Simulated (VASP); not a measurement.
Set up this calculation in VASP 6.6.1, as the native input.

- Task: relaxation of cell and atoms
- Functional: PBEsol
- Potentials or basis: VASP PAW PBE potentials, release 64 (Ti_sv, Se)
- Cutoff: 520 eV
- k mesh: 12 × 12 × 6
- Occupations: gaussian, width 0.02 eV
- Spin: no spin polarisation
- Further INCAR settings: ALGO = Normal; EDIFF = 1e-07; IBRION = 2; EDIFFG = -0.002; NSW = 80; ISIF = 3

The structure of TiSe2 lies in POSCAR:

```
TiSe2                                   
1.0
    3.4758059618     -0.0000000000      0.0000000000
   -1.7379029809      3.0101362636      0.0000000000
   -0.0000000000     -0.0000000000      5.9345424180
  Ti              Se            
     1     2
Direct
     0.0000000000000000    0.0000000000000000    0.0000000000000000
     0.3333333300000021    0.6666666699999979    0.2608029040127721
     0.6666666699999979    0.3333333300000021    0.7391970959872282
```

One way to write it, as run:

INCAR

```
SYSTEM = TiSe2
PREC = Accurate ; ENCUT = 520
EDIFF = 1E-7 ; ISMEAR = 0
SIGMA = 0.02 ; LREAL = .False.
LASPH = .True. ; NELM = 80
ALGO = Normal ; ISIF = 3
LWAVE = .False. ; LCHARG = .False.
GGA = PS ; IBRION = 2
NSW = 80 ; EDIFFG = -0.002
```

KPOINTS

```
regular mesh
0
Gamma
  12 12 6
  0 0 0
```

Potentials or basis: VASP PAW PBE potentials, release 64 (Ti_sv, Se).

Launch:

```sh
$ cat potpaw_PBE.64/Ti_sv/POTCAR potpaw_PBE.64/Se/POTCAR > POTCAR
$ mpirun -np 1 vasp_std > vasp.out
```

Results of the run:

| Property | Result |
| --- | --- |
| Pressure after relaxing | 0.0 GPa |
| Band gap on the k mesh | none (metal or under the smearing width) |

Caveat: the relaxation stopped at its first step, so nothing moved; the PAW data sets were made with another functional, which shifts forces and pressure a little.

Wall time 66 s on 1 thread of Intel(R) Xeon(R) 6975P-C (Granite Rapids), on a shared host, peak memory 0.24 GiB.
